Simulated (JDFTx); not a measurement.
# HgTe (Coloradoite) (F-43m) in JDFTx: further runs

One crystal, HgTe (Coloradoite), is run at these levels: PBEsol; tasks: equation of state.

Program: JDFTx 1.7.0 (patched build). These are calculated values, not measurements. Logs are shortened: lines on timing, memory, paths and dates and some standing lists are left out, and cuts for length are marked. The log counts tension as positive stress, the text compression.

**What was measured.**

From a printed reference work, monograph, for a bulk crystal of HgTe: bulk modulus 43 GPa.

How close the calculation comes is told below.

## (1) Starting point

Symmetry: F-43m, No. 216, cubic system. Conventional cell: a = 6.429 Å, b = 6.429 Å, c = 6.429 Å, α = 90.00°, β = 90.00°, γ = 90.00°. Around Hg (site symmetry -43m) lie 4 Te at 2.78 Å. Around Te (site symmetry -43m) lie 4 Hg at 2.78 Å.

## (2) Equation of state, PBEsol, 31.22 Å³/atom (volume scaled by 0.94)

File HgTe.in:

```
lattice \
    0.0000000000     5.9505199423     5.9505199423 \
    5.9505199423     0.0000000000     5.9505199423 \
    5.9505199423     5.9505199423     0.0000000000
coords-type Lattice
ion Hg     0.0000000000     0.0000000000     0.0000000000 1
ion Te     0.7500000000     0.7500000000     0.7500000000 1

ion-species pseudo/Hg.upf
ion-species pseudo/Te.upf
elec-cutoff 40 320
elec-ex-corr gga-PBEsol
kpoint-folding 7 7 7
elec-smearing Fermi 0.0018374661
elec-n-bands 25
electronic-SCF nIterations 100 energyDiffThreshold 1e-09
electronic-minimize nIterations 30 energyDiffThreshold 1e-7
forces-output-coords Cartesian

dump-name run.$VAR
dump End Ecomponents EigStats BandEigs Kpoints Forces Stress ElecDensity Dtot KEdensity
```

Potentials or basis: PseudoDojo-SR-PBEsol-0.4.1-standard with smoothed tails.

Launch:

```sh
$ jdftx -c 1 -i HgTe.in -o HgTe.out
```

The log of the run:

```text
*************** JDFTx 1.7.0 (patched build) ***************

Input parsed successfully to the following command list (including defaults):
[... the input with its defaults ...]

---------- Setting up symmetries ----------

Found 48 point-group symmetries of the bravais lattice
Found 24 space-group symmetries with basis
Applied RMS atom displacement 0 bohrs to make symmetries exact.

---------- Initializing the Grid ----------
R =
[            0      5.95052      5.95052  ]
[      5.95052            0      5.95052  ]
[      5.95052      5.95052            0  ]
unit cell volume = 421.4
G =
[  -0.527953   0.527953   0.527953  ]
[   0.527953  -0.527953   0.527953  ]
[   0.527953   0.527953  -0.527953  ]
Minimum fftbox size, Smin = [  68  68  68  ]
Chosen fftbox size, S = [  70  70  70  ]

---------- Initializing tighter grid for wavefunction operations ----------
R =
[            0      5.95052      5.95052  ]
[      5.95052            0      5.95052  ]
[      5.95052      5.95052            0  ]
unit cell volume = 421.4
G =
[  -0.527953   0.527953   0.527953  ]
[   0.527953  -0.527953   0.527953  ]
[   0.527953   0.527953  -0.527953  ]
Minimum fftbox size, Smin = [  48  48  48  ]
Chosen fftbox size, S = [  48  48  48  ]

---------- Exchange Correlation functional ----------
Initalized PBEsol GGA exchange.
Initalized PBEsol GGA correlation.

---------- Setting up pseudopotentials ----------
Width of ionic core gaussian charges (only for fluid interactions / plotting) set to 0

Reading pseudopotential file 'pseudo/Hg.upf':
  'Hg' pseudopotential, 'PBESOL' functional
  Generated using ONCVPSP code by D. R. Hamann
  20 valence electrons, 4 orbitals, 7 projectors, 1001 radial grid points, with lMax = 3
    5S    l: 0   occupation:  2.0   eigenvalue: -4.345523
    5P    l: 1   occupation:  6.0   eigenvalue: -2.445050
    5D    l: 2   occupation: 10.0   eigenvalue: -0.363070
    6S    l: 0   occupation:  2.0   eigenvalue: -0.252345
  Core radius for overlap checks: 1.57 bohrs.

Reading pseudopotential file 'pseudo/Te.upf':
  'Te' pseudopotential, 'PBESOL' functional
  Generated using ONCVPSP code by D. R. Hamann
  16 valence electrons, 3 orbitals, 6 projectors, 1001 radial grid points, with lMax = 2
    4D    l: 2   occupation: 10.0   eigenvalue: -1.528329
    5S    l: 0   occupation:  2.0   eigenvalue: -0.556831
    5P    l: 1   occupation:  4.0   eigenvalue: -0.219319
  Core radius for overlap checks: 2.04 bohrs.

Initialized 2 species with 2 total atoms.

Folded 1 k-points by 7x7x7 to 343 k-points.

---------- Setting up k-points, bands, fillings ----------
Adding inversion symmetry to k-mesh for non-inversion-symmetric unit cell.
Reduced to 20 k-points under symmetry.
Computing the number of bands and number of electrons
Calculating initial fillings.
nElectrons:  36.000000   nBands: 25   nStates: 20

----- Setting up reduced wavefunction bases (one per k-point) -----
average nbasis = 5091.776 , ideal nbasis = 5091.887

---------- Setting up ewald sum ----------
Optimum gaussian width for ewald sums = 2.702623 bohr.
Real space sum over 1331 unit cells with max indices [  5  5  5  ]
Reciprocal space sum over 2197 terms with max indices [  6  6  6  ]

---------- Allocating electronic variables ----------
Initializing wave functions:  linear combination of atomic orbitals
Note: number of bands (25) exceeds available atomic orbitals (19)
Hg pseudo-atom occupations:   s ( 2 2 )  p ( 6 )  d ( 10 )
Te pseudo-atom occupations:   s ( 2 )  p ( 4 )  d ( 10 )
	FillingsUpdate:  mu: +0.403039057  nElectrons: 36.000000
LCAOMinimize: Iter:   0  F: -249.4079313344385582  |grad|_K:  1.842e-03  alpha:  1.000e+00
	FillingsUpdate:  mu: +0.392374755  nElectrons: 36.000000
LCAOMinimize: Iter:   1  F: -249.4206464041254776  |grad|_K:  7.628e-05  alpha:  6.170e-01  linmin:  3.983e-02  cgtest: -2.391e-01
	FillingsUpdate:  mu: +0.391791718  nElectrons: 36.000000
[... 4 lines of inner loops ...]
LCAOMinimize: Iter:   4  F: -249.4206758639945463  |grad|_K:  1.359e-07  alpha:  8.723e-01  linmin: -4.246e-04  cgtest:  2.041e-03
	FillingsUpdate:  mu: +0.391914888  nElectrons: 36.000000
LCAOMinimize: Iter:   5  F: -249.4206758640957844  |grad|_K:  5.796e-09  alpha:  8.786e-01  linmin:  5.167e-03  cgtest: -3.176e-02
LCAOMinimize: Converged (|Delta F|<1.000000e-06 for 2 iters).

-------- Electronic minimization -----------
Will mix electronic density at each iteration.
	FillingsUpdate:  mu: +0.391914888  nElectrons: 36.000000
	FillingsUpdate:  mu: +0.384867632  nElectrons: 36.000000
SCF: Cycle:  0   F: -249.500702824469272   dF: -8.003e-02   |Residual|: 8.550e-02   |deigs|: 1.038e-01
	FillingsUpdate:  mu: +0.376340154  nElectrons: 36.000000
SCF: Cycle:  1   F: -249.510593424900634   dF: -9.891e-03   |Residual|: 3.974e-02   |deigs|: 1.802e-02
	FillingsUpdate:  mu: +0.370534129  nElectrons: 36.000000
SCF: Cycle:  2   F: -249.512125190157349   dF: -1.532e-03   |Residual|: 6.609e-03   |deigs|: 1.047e-02
	FillingsUpdate:  mu: +0.370812217  nElectrons: 36.000000
SCF: Cycle:  3   F: -249.512136017485290   dF: -1.083e-05   |Residual|: 2.955e-03   |deigs|: 7.239e-04
	FillingsUpdate:  mu: +0.371110135  nElectrons: 36.000000
SCF: Cycle:  4   F: -249.512139049748924   dF: -3.032e-06   |Residual|: 7.334e-04   |deigs|: 5.868e-04
	FillingsUpdate:  mu: +0.371085381  nElectrons: 36.000000
SCF: Cycle:  5   F: -249.512139517930109   dF: -4.682e-07   |Residual|: 3.493e-04   |deigs|: 1.554e-04
	FillingsUpdate:  mu: +0.371128647  nElectrons: 36.000000
SCF: Cycle:  6   F: -249.512139692716801   dF: -1.748e-07   |Residual|: 1.782e-04   |deigs|: 7.320e-05
	FillingsUpdate:  mu: +0.371126128  nElectrons: 36.000000
SCF: Cycle:  7   F: -249.512139728415832   dF: -3.570e-08   |Residual|: 9.928e-05   |deigs|: 5.783e-05
	FillingsUpdate:  mu: +0.371128452  nElectrons: 36.000000
SCF: Cycle:  8   F: -249.512139749407226   dF: -2.099e-08   |Residual|: 3.253e-05   |deigs|: 5.752e-05
	FillingsUpdate:  mu: +0.371128993  nElectrons: 36.000000
SCF: Cycle:  9   F: -249.512139753752081   dF: -4.345e-09   |Residual|: 1.745e-05   |deigs|: 5.430e-05
	FillingsUpdate:  mu: +0.371128251  nElectrons: 36.000000
SCF: Cycle: 10   F: -249.512139755650082   dF: -1.898e-09   |Residual|: 1.547e-05   |deigs|: 1.409e-04
	FillingsUpdate:  mu: +0.371128217  nElectrons: 36.000000
SCF: Cycle: 11   F: -249.512139756285933   dF: -6.359e-10   |Residual|: 6.864e-06   |deigs|: 6.016e-05
	FillingsUpdate:  mu: +0.371128019  nElectrons: 36.000000
SCF: Cycle: 12   F: -249.512139756619234   dF: -3.333e-10   |Residual|: 5.688e-06   |deigs|: 9.559e-05
SCF: Converged (|Delta E|<1.000000e-09 for 2 iters).

Setting wave functions to eigenvectors of Hamiltonian

# Stress tensor in Cartesian coordinates [Eh/a0^3]:
[ -0.000187958            0            0  ]
[            0 -0.000187958            0  ]
[            0            0 -0.000187958  ]

# Ionic positions in lattice coordinates:
ion Hg   0.000000000000000   0.000000000000000   0.000000000000000 1
ion Te   0.750000000000000   0.750000000000000   0.750000000000000 1

# Forces in Cartesian coordinates:
force Hg   0.000000000000000  -0.000000000000000  -0.000000000000000 1
force Te  -0.000000000000000   0.000000000000000  -0.000000000000000 1

# Energy components:
   Eewald =     -147.9244072609434397
       EH =       79.6686727600499580
     Eloc =     -232.0869323417550163
      Enl =      -23.6042383643700333
      Exc =      -51.8623016761407882
 Exc_core =       21.7259745910045545
       KE =      104.5711157309131067
-------------------------------------
     Etot =     -249.5121165612416121
       TS =        0.0000231953776174
-------------------------------------
        F =     -249.5121397566192343

IonicMinimize: Iter:   0  F: -249.512139756619234  |grad|_K:       -nan
IonicMinimize: None of the convergence criteria satisfied after 0 iterations.

#--- Lowdin population analysis ---
# oxidation-state Hg +1.006
# oxidation-state Te -0.748

Dumping 'run.eigStats' ...
	eMin: -3.874665 at state 0 ( [ +0.000000 +0.000000 +0.000000 ] spin 0 )
	HOMO: +0.369746 at state 0 ( [ +0.000000 +0.000000 +0.000000 ] spin 0 )
	mu  : +0.371128
	LUMO: +0.393981 at state 3 ( [ +0.000000 +0.000000 +0.428571 ] spin 0 )
	eMax: +0.822515 at state 14 ( [ +0.000000 +0.428571 +0.428571 ] spin 0 )
	HOMO-LUMO gap: +0.024236
	Optical gap  : +0.038309 at state 1 ( [ +0.000000 +0.000000 +0.142857 ] spin 0 )
Done!
[note: the HOMO, LUMO and gaps printed at the end count levels as full or empty at half filling, so they show a gap where a level is partly filled]
[note: the Lowdin charges miss the electrons that lie outside the files' atomic orbitals]
```

Wall time 54 s (1 thread of AMD EPYC 9R45 (Zen 5), shared host); peak memory 0.2 GiB.

What came out:

* Free energy: -6789.5712 eV
* Pressure: 5.5 GPa
* Band gap on the k mesh: none (metal or under the smearing width)

## (3) Equation of state, PBEsol, 31.89 Å³/atom (volume scaled by 0.96)

Edit HgTe.in of step 2 so:

```diff
@@ -1,5 +1,5 @@
 lattice \
-    0.0000000000     5.9505199423     5.9505199423 \
-    5.9505199423     0.0000000000     5.9505199423 \
-    5.9505199423     5.9505199423     0.0000000000
+    0.0000000000     5.9924263930     5.9924263930 \
+    5.9924263930     0.0000000000     5.9924263930 \
+    5.9924263930     5.9924263930     0.0000000000
 coords-type Lattice
```

Potentials or basis: PseudoDojo-SR-PBEsol-0.4.1-standard with smoothed tails.

Launch:

```sh
$ jdftx -c 1 -i HgTe.in -o HgTe.out
```

It took 75 s on 1 thread of AMD EPYC 9R45 (Zen 5), shared host; peak memory 0.22 GiB.

The run converged. Its results:

| Property | Result |
| --- | --- |
| Free energy | -6789.6113 eV |
| Pressure | 4.1 GPa |
| Band gap on the k mesh | none (metal or under the smearing width) |

## (4) Equation of state, PBEsol, 32.55 Å³/atom (volume scaled by 0.98)

Edit HgTe.in of step 3 so:

```diff
@@ -1,5 +1,5 @@
 lattice \
-    0.0000000000     5.9924263930     5.9924263930 \
-    5.9924263930     0.0000000000     5.9924263930 \
-    5.9924263930     5.9924263930     0.0000000000
+    0.0000000000     6.0337547774     6.0337547774 \
+    6.0337547774     0.0000000000     6.0337547774 \
+    6.0337547774     6.0337547774     0.0000000000
 coords-type Lattice
```

Launch:

```sh
$ jdftx -c 1 -i HgTe.in -o HgTe.out
```

Run time: 75 s. Hardware: 1 thread of AMD EPYC 9R45 (Zen 5), shared host; peak memory 0.21 GiB.

Results (log left out):

- Free energy: -6789.6406 eV
- Pressure: 2.9 GPa
- Band gap on the k mesh: none (metal or under the smearing width)

## (5) Equation of state, PBEsol, 33.22 Å³/atom

Edit HgTe.in of step 4 so:

```diff
@@ -1,5 +1,5 @@
 lattice \
-    0.0000000000     6.0337547774     6.0337547774 \
-    6.0337547774     0.0000000000     6.0337547774 \
-    6.0337547774     6.0337547774     0.0000000000
+    0.0000000000     6.0745246276     6.0745246276 \
+    6.0745246276     0.0000000000     6.0745246276 \
+    6.0745246276     6.0745246276     0.0000000000
 coords-type Lattice
```

Launch:

```sh
$ jdftx -c 1 -i HgTe.in -o HgTe.out
```

Wall time 75 s (1 thread of AMD EPYC 9R45 (Zen 5), shared host); peak memory 0.22 GiB.

It converged, with:

| Quantity | Value |
| --- | --- |
| Free energy | -6789.6603 eV |
| Pressure | 1.8 GPa |
| Band gap on the k mesh | none (metal or under the smearing width) |

## (6) Equation of state, PBEsol, 33.88 Å³/atom (volume scaled by 1.02)

Edit HgTe.in of step 5 so:

```diff
@@ -1,5 +1,5 @@
 lattice \
-    0.0000000000     6.0745246276     6.0745246276 \
-    6.0745246276     0.0000000000     6.0745246276 \
-    6.0745246276     6.0745246276     0.0000000000
+    0.0000000000     6.1147544400     6.1147544400 \
+    6.1147544400     0.0000000000     6.1147544400 \
+    6.1147544400     6.1147544400     0.0000000000
 coords-type Lattice
```

Potentials or basis: PseudoDojo-SR-PBEsol-0.4.1-standard with smoothed tails.

Launch:

```sh
$ jdftx -c 1 -i HgTe.in -o HgTe.out
```

Wall time 74 s (1 thread of AMD EPYC 9R45 (Zen 5), shared host); peak memory 0.22 GiB.

Results (log left out):

```
Free energy            : -6789.6714 eV
Pressure               : 0.9 GPa
Band gap on the k mesh : none (metal or under the smearing width)
```

## (7) Equation of state, PBEsol, 34.54 Å³/atom (volume scaled by 1.04)

Edit HgTe.in of step 6 so:

```diff
@@ -1,5 +1,5 @@
 lattice \
-    0.0000000000     6.1147544400     6.1147544400 \
-    6.1147544400     0.0000000000     6.1147544400 \
-    6.1147544400     6.1147544400     0.0000000000
+    0.0000000000     6.1544617502     6.1544617502 \
+    6.1544617502     0.0000000000     6.1544617502 \
+    6.1544617502     6.1544617502     0.0000000000
 coords-type Lattice
```

Launch:

```sh
$ jdftx -c 1 -i HgTe.in -o HgTe.out
```

Wall time 73 s (1 thread of AMD EPYC 9R45 (Zen 5), shared host); peak memory 0.21 GiB.

Results (log left out):

* Free energy: -6789.6750 eV
* Pressure: 0.0 GPa
* Band gap on the k mesh: none (metal or under the smearing width)

## (8) Equation of state, PBEsol, 35.21 Å³/atom (volume scaled by 1.06)

Edit HgTe.in of step 7 so:

```diff
@@ -1,5 +1,5 @@
 lattice \
-    0.0000000000     6.1544617502     6.1544617502 \
-    6.1544617502     0.0000000000     6.1544617502 \
-    6.1544617502     6.1544617502     0.0000000000
+    0.0000000000     6.1936632005     6.1936632005 \
+    6.1936632005     0.0000000000     6.1936632005 \
+    6.1936632005     6.1936632005     0.0000000000
 coords-type Lattice
```

Launch:

```sh
$ jdftx -c 1 -i HgTe.in -o HgTe.out
```

It took 70 s on 1 thread of AMD EPYC 9R45 (Zen 5), shared host; peak memory 0.22 GiB.

It converged, with:

```
Free energy            : -6789.6718 eV
Pressure               : -0.8 GPa
Band gap on the k mesh : none (metal or under the smearing width)
```

## (9) Equation of state, PBEsol

Potentials or basis: PseudoDojo-SR-PBEsol-0.4.1-standard with smoothed tails.

This step only gathers the single runs of the series.

Results:

- Equilibrium volume: 34.55 Å³/atom
- Bulk modulus: 42 GPa
- Pressure derivative of the bulk modulus: 5.2

Energy against volume, from the lowest point:
```csv
volume (Å³/atom),energy (meV/atom)
31.223,51.90
31.887,31.83
32.551,17.18
33.215,7.34
33.880,1.78
34.544,0.00
35.208,1.59
```

The run has no spin-orbit coupling, so splittings on Hg, Te are missing.

## (10) Against experiment

Step 9. Measured bulk modulus of HgTe: 43 GPa (a printed reference work, monograph). This calculation gives 42 GPa (-2.1 %). The fit is for a static lattice scaled at fixed shape and fixed fractional positions.
